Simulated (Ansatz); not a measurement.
# Te2Mo: the cost of one run

Computed with Ansatz 0.2.0 (DFT PBEsol, scalar-relativistic, plane waves, PAW, unless a step's input says otherwise).

1 further run of the same task is left out (it didn't finish). Runs told in other sessions of the task aren't counted.

**1. The starting structure**

It takes space group P-6m2 (No. 187, hexagonal). Conventional cell: a = 3.491 Å, b = 3.491 Å, c = 17.527 Å, α = 90.00°, β = 90.00°, γ = 120.00°. Around Te (site symmetry 3m) lie 3 Mo at 2.70 Å. Mo (site symmetry -6m2) has 6 Te at 2.70 Å in its first shell of neighbours.

Structure file:

```
CELL_PARAMETERS angstrom
3.49111 0.00000 0.00000
-1.74556 3.02339 0.00000
0.00000 0.00000 17.52705
ATOMIC_POSITIONS crystal
Te 0.33333 0.66667 0.89711
Te 0.33333 0.66667 0.10289
Mo 0.00000 0.00000 0.00000
```

It goes back to an entry of the Materials Project, which need not be the stable form.

This cell was relaxed beforehand with the same method: volume 61.67 Å³/atom, gap on the mesh 1.20 eV.

**2. The scan**

The energy is mapped over two normal modes frozen in (zone-centre modes of the cell shown, which folds in the wave vector (0, 0, 1/2) of the primitive cell).

The axes are (1) amplitude of mode 7 (118 cm⁻¹), largest displacement: 7 values from −0.117 Å; (2) amplitude of mode 12 (173 cm⁻¹), largest displacement: 7 values from −0.080 Å.

Nothing else is relaxed (the cell and all other modes fixed). Energies count from the relaxed high-symmetry cell. Points are written as (first, second).

The modes come from a phonon run on the reference cell, made beforehand.

Displacement patterns for an amplitude of 1 (Å):

| atom | x1 | y1 | z1 | x2 | y2 | z2 |
| --- | --- | --- | --- | --- | --- | --- |
| Te1 | 0.000 | 0.000 | 0.000 | 0.000 | 0.000 | 1.000 |
| Te2 | 1.000 | 0.000 | 0.000 | 0.000 | 0.000 | 0.000 |
| Te3 | -1.000 | 0.000 | 0.000 | 0.000 | 0.000 | 0.000 |
| Te4 | 0.000 | 0.000 | 0.000 | 0.000 | 0.000 | -1.000 |
| Mo5 | 0.000 | 0.000 | 0.000 | 0.000 | 0.000 | 0.000 |
| Mo6 | 0.000 | 0.000 | 0.000 | 0.000 | 0.000 | 0.000 |

**3. The run at (−0.039 Å, −0.080 Å)**

File input.yaml:

```yaml
crystal:
  lattice:
    - [3.4911146807, 0.0, 0.0]
    - [-1.7455573404, 3.023394001, 0.0]
    - [0.0, 0.0, 35.054103318]
  atoms:
    - { symbol: Te, position: [0.3333333333, 0.6666666667, 0.4462741011] }
    - { symbol: Te, position: [0.3221621162, 0.6666666667, 0.9485562876] }
    - { symbol: Te, position: [0.3445045504, 0.6666666667, 0.0514437124] }
    - { symbol: Te, position: [0.3333333333, 0.6666666667, 0.5537258989] }
    - { symbol: Mo, position: [0.0, 0.0, 0.0] }
    - { symbol: Mo, position: [0.0, 0.0, 0.5] }
basis:
  ecutwfc: 420
kpoints:
  mp_grid: { grid: [9, 9, 1] }
hamiltonian:
  xc: pbesol
  pseudopotentials: { kind: paw, azcp: { folder: soft_1 } }
scf:
  occupations: { method: gaussian, width: 0.05 }
output:
  forces: true
  stress: true
  eigenvalues: true
```

Started as:

```
$ ansatz run input.yaml --threads 2 --pin off --max-ram 4096MiB --backend cpu --events-out ev --progress --plain --runs-dir out
```

Q: Estimate wall time and peak memory on 2 threads of Intel Xeon at 2.50GHz (Skylake/Cascade Lake), shared host.

About 46 s, with a peak of 0.78 GiB.
